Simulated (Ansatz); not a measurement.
Planning a run of Ansatz 0.2.0 on GaSe (P6_3/mmc). The input:

```yaml
crystal:
  lattice:
    - [3.742, 0.0, 0.0]
    - [-1.871, 3.240667061, 0.0]
    - [0.0, 0.0, 15.919]
  atoms:
    - { symbol: Ga, position: [0.3333333333, 0.6666666667, 0.1733489568] }
    - { symbol: Ga, position: [0.6666666667, 0.3333333333, 0.6733489568] }
    - { symbol: Ga, position: [0.3333333333, 0.6666666667, 0.3266510432] }
    - { symbol: Ga, position: [0.6666666667, 0.3333333333, 0.8266510432] }
    - { symbol: Se, position: [0.3333333333, 0.6666666667, 0.5987216087] }
    - { symbol: Se, position: [0.6666666667, 0.3333333333, 0.0987216087] }
    - { symbol: Se, position: [0.3333333333, 0.6666666667, 0.9012783913] }
    - { symbol: Se, position: [0.6666666667, 0.3333333333, 0.4012783913] }
kpoints:
  mp_grid: { grid: [6, 6, 2] }
hamiltonian:
  xc: pbe
  pseudopotentials: { kind: paw, azcp: { folder: soft_1 } }
scf:
  occupations: { method: fixed }
gw:
  n_empty_bands: 805
  ecut_chi: 50
  qp_bands: [v2, c2]
  qp_kpoints: band_edges
  screening: { model: contour_deformation }
```

The database entry behind the starting cell differs from later determinations by our own check (a about 0.4 % short), so it need not match the best structure at ambient conditions.

```sh
ansatz run input.yaml --threads 2 --pin off --max-ram 73728MiB --backend cuda --events-out ev --progress --plain --runs-dir out --devices 1 --max-vram 13GiB
```

**Question.** Estimate wall time and host memory on 1 × NVIDIA H100 80GB HBM3 (shared by 6 runs) with 2 threads of AMD EPYC 7R13 (Zen 3), shared host.

It took 91 s; on shared hardware allow 45 s to 3 min. Peak host memory was 2.6 GiB. The sizes that set the cost: 3797 plane waves a state, 14 irreducible k points, 863 bands summed, 151 plane waves in the screening and 10 SCF cycles.

The screening grows as filled bands × empty bands × pairs of k points, times the square of the screening basis for the matrix.

[Paths, hosts, dates, memory and timing lines, banners, echoed tables and standing remarks are left out of the program output.]

[Logs are printed without paths, hosts, clocks, repeated set-up lines and the standing remarks that a program may print on its own settings, such as how far it seeks lower states.]

[Runs of the session that timed out or met a known fault of the program may be left out.]

[Cells called generated may have been cut or substituted from an entry of the Crystallography Open Database or the Materials Project.]

[Hosts, paths, dates, database ids (printed as entryN), source tags and the programs' standing remarks are cut or masked in the printed files.]
